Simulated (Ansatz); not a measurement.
# MoS2: strain energy, fitted

MoS2, P6_3/mmc, a = 3.149 Å, c = 12.094 Å. The compound has several low-lying forms, and this is one of them. Ansatz: PBE+D3(BJ), PAW, 420 eV, Γ-centred 12×12×4 mesh on 6 atoms, Gaussian smearing 0.02 eV; no spin polarisation. Series: equal strain along all axes, cell held, atoms relaxed; x is the strain in per cent. y is the free energy over the unstrained cell, V0 = 17.313 Å³/atom.

| x (%) | y (meV/atom) |
| --- | --- |
| -3.0 | ? |
| -2.0 | 15.52 |
| -1.0 | 3.73 |
| 0.0 | 0.00 |
| 1.0 | 3.58 |
| 2.0 | 13.80 |
| 3.0 | 30.10 |

**Question.** Fit y = c2 x² + c3 x³ to the other rows, turn c2 into a modulus, and predict the missing energy.

**Answer.** Least squares on the rows shown. y = 3.6647 x² − 0.10679 x³. In eV per unit strain² c2 is 36.65; the stiffness is B for this strain (E = 9/2 B V0 ε², shape held): 2 × 36.65 × 160.2 / (9 × 17.313) = 75 GPa. The unstrained cell keeps some stress along the strain, worth a slope of 0.07 meV/atom per %, which the form leaves out. At x = -3.0 the fit asked for gives 35.87 meV/atom. The run gave 36.20 meV/atom, so the fit is 0.33 meV/atom too low, 0.91 % of the span of the series, against an rms of 0.02 meV/atom on the fitted rows. The row lies outside the fitted range. With a term in x⁴ added, a fit to the same known rows predicts 35.89 meV/atom, no real gain.